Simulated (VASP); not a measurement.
# GaN (F-43m) in VASP: further runs, part 2 of 2

VASP 6.6.1. The steps go on from the part before.

## Step 5: Relaxation of cell and atoms, PBEsol

This run uses another cell than the first one, of 11.35 Å³/atom, 0.991 times its volume.

File INCAR:

```
SYSTEM = GaN
ALGO = Normal
EDIFF = 1E-7
EDIFFG = -0.005
ENCUT = 600
GGA = PS
IBRION = 2
ISIF = 3
ISMEAR = 0
KPAR = 4
LASPH = .True.
LCHARG = .False.
LREAL = .False.
LWAVE = .False.
NELM = 80
NSW = 90
PREC = Accurate
SIGMA = 0.03
```

File KPOINTS:

```
k-points
0
Gamma
  10 10 10
  0 0 0
```

File POSCAR:

```
GaN                                     
1.0
   -0.0000000000      2.2470867002      2.2470867002
    2.2470867002      0.0000000000      2.2470867002
    2.2470867002      2.2470867002     -0.0000000000
  Ga              N             
     1     1
Direct
     0.0000000000000000    0.0000000000000000    0.0000000000000000
     0.7500000000000000    0.7500000000000000    0.7500000000000000
```

Potentials or basis: VASP PAW PBE potentials, release 64 (Ga_d, N).

On the command line:

```
cat potpaw_PBE.64/Ga_d/POTCAR potpaw_PBE.64/N/POTCAR > POTCAR
mpirun -np 4 vasp_std > vasp.out
```

OUTCAR:

```text
SYSTEM = GaN
   EDIFF = 1E-7
   EDIFFG = -0.005
   ENCUT = 600
   GGA = PS
   IBRION = 2
   ISIF = 3
   ISMEAR = 0
   LASPH = .True.
   LREAL = .False.
   NELM = 80
   NSW = 90
   PREC = Accurate

 ion  position               nearest neighbor table
   1  0.000  0.000  0.000-   2 1.95   2 1.95   2 1.95   2 1.95
   2  0.750  0.750  0.750-   1 1.95   1 1.95   1 1.95   1 1.95

  LATTYP: Found a face centered cubic cell.
 ALAT       =     4.4941734004

  Lattice vectors:

 A1 = (   0.0000000000,   2.2470867002,   2.2470867002)
 A2 = (   2.2470867002,   0.0000000000,   2.2470867002)
 A3 = (   2.2470867002,   2.2470867002,   0.0000000000)

Analysis of symmetry for initial positions (statically):
=====================================================================
 Subroutine PRICEL returns:
 Original cell was already a primitive cell.

 Routine SETGRP: Setting up the symmetry group for a
 face centered cubic supercell.

 Subroutine GETGRP returns: Found 24 space group operations
 (whereof 24 operations were pure point group operations)
 out of a pool of 48 trial point group operations.

The static configuration has the point symmetry T_d .

Analysis of symmetry for dynamics (positions and initial velocities):
=====================================================================
 Subroutine PRICEL returns:
 Original cell was already a primitive cell.

[... 228 lines left out ...]
--------------------------------------- Ionic step        3  -------------------------------------------

 number of electron      18.0000004 magnetization

 Free energy of the ion-electron system (eV)
  ---------------------------------------------------
  ext. energy  EPLUGINS =         0.00000000
  ---------------------------------------------------
  free energy    TOTEN  =       -13.12425513 eV

  energy without entropy =      -13.12425513  energy(sigma->0) =      -13.12425513

 E-fermi :   5.4316     XC(G=0): -11.9446

 val. band max:        5.2359510141   @ k =   0.0000   0.0000   0.0000
 cond. band min:       6.9697414219   @ k =   0.0000   0.0000   0.0000
 fundamental gap:      1.7337904078
 Fermi energy:         5.4316449853

 k-point     1 :       0.0000    0.0000    0.0000
  band No.  band energies     occupation
      1     -10.7652      2.00000
      2      -8.1748      2.00000
      3      -8.1748      2.00000
      4      -8.1748      2.00000
      5      -7.8414      2.00000
      6      -7.8414      2.00000
      7       5.2360      2.00000
      8       5.2360      2.00000
      9       5.2360      2.00000
     10       6.9697      0.00000
     11      15.4883      0.00000
     12      15.4883      0.00000
     13      15.4883      0.00000
[... 354 lines left out ...]
  band No.  band energies     occupation
      1      -9.7287      2.00000
      2      -8.0444      2.00000
      3      -7.9423      2.00000
      4      -7.9414      2.00000
      5      -7.7788      2.00000
      6      -6.9363      2.00000
      7       0.1645      2.00000
      8       2.7059      2.00000
      9       3.0378      2.00000
     10       9.5946      0.00000
     11      12.3695      0.00000
     12      15.9448      0.00000
     13      18.0793      0.00000

 [... further k-points ...]
[... 5 lines left out ...]
  --------------------------------------------------------------------------------------
  -------------------------------------------------------------------------------------
  Total        0.0014017      0.0014017      0.0014017     -0.0000000     -0.0000000      0.0000000
  in kB        0.0988988      0.0988988      0.0988988     -0.0000000     -0.0000000      0.0000000
  external PRESSURE =       0.0988988 kB  Pullay stress =       0.0000000 kB
[... 17 lines left out ...]
  FREE ENERGIE OF THE ION-ELECTRON SYSTEM (eV)
  ---------------------------------------------------
  free  energy   TOTEN  =       -13.1242551298 eV

  energy  without entropy=      -13.1242551298  energy(sigma->0) =      -13.12425513

 reached required accuracy - stopping structural energy minimisation
```

CONTCAR:

```text
GaN
   1.00000000000000
     0.0000000000000000    2.2475536576221460    2.2475536576221460
     2.2475536576221460   -0.0000000000000000    2.2475536576221460
     2.2475536576221460    2.2475536576221460   -0.0000000000000000
  Ga              N
     1     1
Direct
     0.0000000000000000    0.0000000000000000    0.0000000000000000
     0.7500000000000000    0.7500000000000000    0.7500000000000000

  0.00000000E+00  0.00000000E+00  0.00000000E+00
  0.00000000E+00  0.00000000E+00  0.00000000E+00
```

It took 24 s on 4 MPI ranks of Intel Xeon Platinum 8488C (Sapphire Rapids), shared host; peak memory 0.15 GiB.

What came out:

```
Free energy                            : -13.1243 eV
Relaxed volume                         : 11.35 Å³/atom
Relaxed cell                           : a = 3.179 Å, b = 3.179 Å, c = 3.179 Å, α = 60.00°, β = 60.00°, γ = 60.00°
Space group after relaxing (to 0.05 Å) : F-43m (No. 216)
Energy gained by relaxing              : 0.0 meV/atom
Ionic steps                            : 3
Pressure after relaxing                : 0.0 GPa
Band gap on the k mesh                 : 1.73 eV, direct
```

Final structure:
```
CELL_PARAMETERS angstrom
0.00000 2.24755 2.24755
2.24755 0.00000 2.24755
2.24755 2.24755 0.00000
ATOMIC_POSITIONS crystal
Ga 0.00000 0.00000 0.00000
N 0.75000 0.75000 0.75000
```

Levels at points of the mesh, in eV from the valence-band top:
```tsv
k point	band 7	band 8	band 9	band 10	band 11	band 12
(0.00, 0.00, 0.00)	0.00	0.00	0.00	1.73	10.25	10.25
(0.50, 0.00, 0.00)	-7.17	-0.99	-0.99	4.62	8.67	10.31
(0.50, 0.50, 0.00)	-6.21	-2.76	-2.76	3.23	6.61	11.63
```

Caveat: the PAW data sets were made with another functional, which shifts forces and pressure a little. Expect the measured gap to be larger: semilocal functionals such as PBEsol lack the derivative discontinuity.
